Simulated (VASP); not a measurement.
# Os (P6_3/mmc) in VASP: settings compared, part 3 of 3

VASP 6.6.1. The steps go on from the part before.

## Step 6: Phonons, LDA

The input, POSCAR:

```
Os
1.0
    2.7341000000      0.0000000000      0.0000000000
   -1.3670500000      2.3678000565      0.0000000000
    0.0000000000      0.0000000000      4.3197000000
Os
2
Direct
    0.6666666667      0.3333333333      0.7500000000
    0.3333333333      0.6666666667      0.2500000000
```

The input, INCAR.step1:

```
SYSTEM = Os
PREC = Accurate
ENCUT = 600
EDIFF = 1E-8
ISMEAR = -1
SIGMA = 0.05
LREAL = .FALSE.
LASPH = .TRUE.
NELM = 80
ALGO = Normal
ISIF = 3
LWAVE = .FALSE.
LCHARG = .FALSE.
GGA = CA
IBRION = 2
NSW = 40
EDIFFG = -0.002
```

The input, INCAR.step2:

```
SYSTEM = Os
PREC = Accurate
ENCUT = 600
EDIFF = 1E-8
ISMEAR = -1
SIGMA = 0.05
LREAL = .FALSE.
LASPH = .TRUE.
NELM = 80
ALGO = Normal
ISIF = 2
LWAVE = .FALSE.
LCHARG = .FALSE.
GGA = CA
IBRION = 6
NFREE = 2
POTIM = 0.015
NSW = 1
```

The input, KPOINTS:

```
regular mesh
0
G
  8 8 5
  0 0 0
```

Potentials or basis: VASP PAW LDA potentials, release 64 (Os).

Launch:

```
> cat potpaw_LDA.64/Os/POTCAR > POTCAR
> cp INCAR.step1 INCAR
> mpirun -np 1 vasp_std > vasp.out
> cp CONTCAR POSCAR
> cp INCAR.step2 INCAR
> mpirun -np 1 vasp_std > vasp.out
```

OUTCAR:

```text
SYSTEM = Os
   PREC = Accurate
   ENCUT = 600
   EDIFF = 1E-8
   ISMEAR = -1
   LREAL = .FALSE.
   LASPH = .TRUE.
   NELM = 80
   ISIF = 2
   GGA = CA
   IBRION = 6
   NFREE = 2
   POTIM = 0.015
   NSW = 1

 ion  position               nearest neighbor table
   1  0.667  0.333  0.750-   2 2.66   2 2.66   2 2.66   2 2.66   2 2.66   2 2.66
   2  0.333  0.667  0.250-   1 2.66   1 2.66   1 2.66   1 2.66   1 2.66   1 2.66

  LATTYP: Found a hexagonal cell.
 ALAT       =     2.7169576839
 C/A-ratio  =     1.5798385406

  Lattice vectors:

 A1 = (   2.7169576839,   0.0000000000,   0.0000000000)
 A2 = (  -1.3584788419,   2.3529543753,   0.0000000000)
 A3 = (   0.0000000000,   0.0000000000,   4.2923544622)

Analysis of symmetry for initial positions (statically):
=====================================================================
 Subroutine PRICEL returns:
 Original cell was already a primitive cell.

 Routine SETGRP: Setting up the symmetry group for a
 hexagonal supercell.

 Subroutine GETGRP returns: Found 24 space group operations
 (whereof 12 operations were pure point group operations)
 out of a pool of 24 trial point group operations.

The static configuration has the point symmetry D_3d.
 The point group associated with its full space group is D_6h.

Analysis of symmetry for dynamics (positions and initial velocities):
=====================================================================
 Subroutine PRICEL returns:
 Original cell was already a primitive cell.

 Routine SETGRP: Setting up the symmetry group for a
 hexagonal supercell.

 Subroutine GETGRP returns: Found 24 space group operations
 (whereof 12 operations were pure point group operations)
 out of a pool of 24 trial point group operations.

The dynamic configuration has the point symmetry D_3d.
 The point group associated with its full space group is D_6h.

 Subroutine INISYM returns: Found 24 space group operations
 (whereof 12 operations are pure point group operations),
 and found     1 'primitive' translations

----------------------------------------------------------------------------------------

                                     Primitive cell

  volume of cell :      27.4405

  direct lattice vectors                    reciprocal lattice vectors
     2.716957684  0.000000000  0.000000000     0.368058732  0.212498808  0.000000000
    -1.358478842  2.352954375  0.000000000     0.000000000  0.424997616  0.000000000
     0.000000000  0.000000000  4.292354462     0.000000000  0.000000000  0.232972372

  length of vectors
     2.716957684  2.716957684  4.292354462     0.424997616  0.424997616  0.232972372

  position of ions in fractional coordinates (direct lattice)
     0.666666667  0.333333333  0.750000000
     0.333333333  0.666666667  0.250000000

  ion indices of the primitive-cell ions
   primitive index   ion index
                 1           1
                 2           2

[... 120 lines left out ...]

  energy without entropy =      -25.36963295  energy(sigma->0) =      -25.37368942

------------------------ aborting loop because EDIFF is reached ----------------------------------------

  FORCE on cell =-STRESS in cart. coord.  units (eV):
  Direction    XX          YY          ZZ          XY          YZ          ZX
  --------------------------------------------------------------------------------------
  -------------------------------------------------------------------------------------
  Total       -0.0037745     -0.0037745     -0.0044502     -0.0000000      0.0000000      0.0000000
  in kB       -0.2203812     -0.2203812     -0.2598342     -0.0000000      0.0000000      0.0000000
  external PRESSURE =      -0.2335322 kB  Pullay stress =       0.0000000 kB
[... 131 lines left out ...]
--------------------------------------- Ionic step        5  -------------------------------------------

 number of electron      16.0000001 magnetization

 Free energy of the ion-electron system (eV)
  ---------------------------------------------------
  ext. energy  EPLUGINS =         0.00000000
  ---------------------------------------------------
  free energy    TOTEN  =       -25.37565936 eV

  energy without entropy =      -25.36759674  energy(sigma->0) =      -25.37162805

 E-fermi :   9.4554     XC(G=0): -14.2890

 val. band max:        9.3995425967   @ k =   0.0000   0.2500   0.2000
 cond. band min:       9.8374781787   @ k =   0.0000   0.0000   0.0000
 fundamental gap:      0.4379355820
 Fermi energy:         9.4553854116

 k-point     1 :       0.0000    0.0000    0.0000
  band No.  band energies     occupation
      1      -1.3503      2.00000
      2       1.7468      2.00000
      3       6.5369      2.00000
      4       6.5369      2.00000
      5       6.7925      2.00000
      6       7.4001      2.00000
      7       7.4001      2.00000
      8       8.0721      2.00000
      9       8.0721      2.00000
     10       9.8375      0.00096
     11      11.4141      0.00000
     12      11.4141      0.00000
[... 331 lines left out ...]
 k-point    24 :       0.3750    0.0000    0.4000
  band No.  band energies     occupation
      1       1.9975      2.00000
      2       2.6668      2.00000
      3       4.1016      2.00000
      4       4.7423      2.00000
      5       7.6432      2.00000
      6       7.7164      2.00000
      7       8.7233      2.00000
      8       9.1589      1.99470
      9      11.1970      0.00000
     10      11.4660      0.00000
     11      11.6561      0.00000
     12      13.4427      0.00000

 [... further k-points ...]

------------------------ aborting loop because EDIFF is reached ----------------------------------------

  FORCE on cell =-STRESS in cart. coord.  units (eV):
  Direction    XX          YY          ZZ          XY          YZ          ZX
  --------------------------------------------------------------------------------------
  -------------------------------------------------------------------------------------
  Total        0.0000367      0.0000367      0.0190131      0.0000000      0.0000000      0.0000000
  in kB        0.0021436      0.0021436      1.1101238      0.0000000      0.0000000      0.0000000
  external PRESSURE =       0.3714703 kB  Pullay stress =       0.0000000 kB
[... 17 lines left out ...]
  FREE ENERGIE OF THE ION-ELECTRON SYSTEM (eV)
  ---------------------------------------------------
  free  energy   TOTEN  =       -25.3756593648 eV

  energy  without entropy=      -25.3675967407  energy(sigma->0) =      -25.37162805

 INTERNAL STRAIN TENSORS FROM DISPLACED ATOMS
 ============================================

 INTERNAL STRAIN TENSOR FOR ION    1 for displacements in x,y,z  (eV/Angst):
          X           Y           Z          XY          YZ          ZX
  --------------------------------------------------------------------------------
  x     0.00000     0.00000     0.00000     1.40622     0.00000     0.00000
  y     1.40622    -1.40622     0.00000     0.00000     0.00000     0.00000
  z     0.00000    -0.00000    -0.00000     0.00000     0.00000     0.00000

 INTERNAL STRAIN TENSOR FOR ION    2 for displacements in x,y,z  (eV/Angst):
          X           Y           Z          XY          YZ          ZX
  --------------------------------------------------------------------------------
  x     0.00000     0.00000     0.00000    -1.40622     0.00000     0.00000
  y    -1.40622     1.40622    -0.00000     0.00000     0.00000     0.00000
  z    -0.00000     0.00000     0.00000     0.00000     0.00000     0.00000

 Eigenvectors and eigenvalues of the dynamical matrix
 ----------------------------------------------------

   1 f  =    6.905611 THz    43.389236 2PiTHz  230.346403 cm-1    28.559301 meV
             X         Y         Z           dx          dy          dz
      1.358479  0.784318  3.219266    -0.000000    0.000000    0.707107
     -0.000000  1.568636  1.073089     0.000000   -0.000000   -0.707107
[... 16 lines left out ...]
   5 f  =    0.000000 THz     0.000000 2PiTHz    0.000000 cm-1     0.000000 meV
             X         Y         Z           dx          dy          dz
      1.358479  0.784318  3.219266     0.707107   -0.000000    0.000000
     -0.000000  1.568636  1.073089     0.707107   -0.000000    0.000000

   6 f/i=    0.000000 THz     0.000000 2PiTHz    0.000001 cm-1     0.000000 meV
             X         Y         Z           dx          dy          dz
      1.358479  0.784318  3.219266     0.000000    0.701912   -0.085553
     -0.000000  1.568636  1.073089    -0.000000    0.701912   -0.085553

 ELASTIC MODULI CONTR FROM IONIC RELAXATION (kBar)
 Direction    XX          YY          ZZ          XY          YZ          ZX
 --------------------------------------------------------------------------------
 XX         -10.0516     10.0516     -0.0000      0.0000      0.0000      0.0000
 YY          10.0516    -10.0516      0.0000     -0.0000      0.0000      0.0000
 ZZ          -0.0000      0.0000     -0.0000      0.0000      0.0000      0.0000
 XY           0.0000     -0.0000      0.0000    -10.0516      0.0000      0.0000
 YZ           0.0000      0.0000      0.0000      0.0000      0.0000      0.0000
 ZX           0.0000      0.0000      0.0000      0.0000      0.0000      0.0000
 --------------------------------------------------------------------------------
```

Run time: 91 s. Hardware: 1 thread of Intel Xeon Platinum 8488C (Sapphire Rapids), shared host; peak memory 0.18 GiB.

Results:

```
Relaxed volume                         : 13.72 Å³/atom
Relaxed cell                           : a = 2.717 Å, b = 2.717 Å, c = 4.292 Å, α = 90.00°, β = 90.00°, γ = 120.00°
Space group after relaxing (to 0.05 Å) : P6_3/mmc (No. 194)
Highest phonon frequency at Γ          : 230 cm⁻¹
```

Step by step:
```tsv
step	energy change (eV)	largest force (eV/Å)	pressure (GPa)	volume (Å³)
1	0.0000	0.0000	-8.27	27.96
2	0.3116	0.0000	49.31	25.15
3	-0.0137	0.0000	-0.37	27.46
4	-0.0138	0.0000	-0.05	27.44
5	-0.0138	0.0000	0.12	27.43
6	-0.0137	0.0000	-0.47	27.47
7	-0.0138	0.0000	-0.04	27.44
8	-0.0138	0.0000	0.06	27.44
9	-0.0138	0.0000	0.00	27.44
```

Final structure:
```
Os
1.0
     2.71696    0.00000    0.00000
    -1.35848    2.35295    0.00000
     0.00000    0.00000    4.29235
Os
2
Direct
  0.66667 0.33333 0.75000
  0.33333 0.66667 0.25000
```

Phonon frequencies in cm⁻¹ (negative: imaginary):
```
              q point        frequencies
(0.000, 0.000, 0.000)  0 0 0 181 181 230
```

Spin-orbit coupling is left out, which matters for the levels of Os.

## Step 7: For comparison

An earlier run on the cell as given: functional PBE; potentials or basis VASP PAW PBE potentials, release 64 (Os); cutoff 520 eV; k mesh 11 × 11 × 6; occupations fermi-dirac, width 0.05 eV; no spin polarisation.

- Pressure: 8.9 GPa
- Band gap on the k mesh: none (metal or under the smearing width)

## Step 8: The runs side by side

```tsv
task	level	potentials or basis	cell	k mesh	cutoff (eV)	grid for exact exchange (PRECFOCK)	exchange at q = 0	mesh quality	pressure (GPa)
band structure	r2SCAN0	VASP PAW PBE potentials, release 64 (Os)	as given	6 × 6 × 3	520	Fast	default	coarse	-8.1
band structure	TPSS	VASP PAW PBE potentials, release 64 (Os)	as given	11 × 11 × 6	520	-	-	not flagged	3.1
band structure	revTPSS	VASP PAW PBE potentials, release 64 (Os)	as given	11 × 11 × 6	520	-	-	not flagged	-3.8
band structure	MS2	VASP PAW PBE potentials, release 64 (Os)	as given	11 × 11 × 6	520	-	-	not flagged	-5.4
phonons	LDA	VASP PAW LDA potentials, release 64 (Os)	relaxed	8 × 8 × 5	600	-	-	not flagged	-
single point	PBE	VASP PAW PBE potentials, release 64 (Os)	as given	11 × 11 × 6	520	-	-	not flagged	8.9
```

Alike in all rows: no spin polarisation; smearing fermi-dirac 0.05 eV.

Caveats: some runs use coarse meshes; the PAW data sets were made with another functional, which shifts forces and pressure a little (some runs); spin-orbit coupling is left out, which moves the levels of the heavy elements (some runs); an unscreened hybrid on a path of extra k points without a Coulomb cutoff has errors near the mesh points, so the bands along the path aren't reliable (some runs).

Total energies depend on the potentials used, so only differences within one code and one set of settings carry meaning.
